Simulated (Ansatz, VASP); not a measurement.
## One calculation of SrCl2, two programs

```
Sr Cl
1.0
     0.00000    3.49765    3.49765
     3.49765    0.00000    3.49765
     3.49765    3.49765    0.00000
Sr Cl
1 2
Cartesian
  0.0000 0.0000 0.0000
  1.7488 1.7488 1.7488
  5.2465 5.2465 5.2465
```

Alike in both runs: task single point; functional PBE; k mesh 4 × 4 × 4; no spin polarisation.

|  | VASP | Ansatz |
| --- | --- | --- |
| version | VASP 6.6.1 | Ansatz 0.2.0 |
| potentials or method | VASP PAW PBE potentials, release 64 (Sr_sv, Cl) | plane waves, PAW |
| plane-wave cutoff (eV) | 520 | 420 |
| occupations | gaussian, width 0.01 eV | fixed |
| valence electrons in the cell | 24 | 24 |

Ansatz gave:

| Quantity | Value |
| --- | --- |
| gap on the k mesh at the Fermi level (eV) | 5.31 |
| pressure (GPa) | 0.7 |

Task: What did VASP give for the same quantities?

Result: gap on the k mesh at the Fermi level (eV): 5.31; pressure (GPa): 0.8.

A k mesh can miss the band edges. As with any semilocal functional, this PBE gap is likely too small.
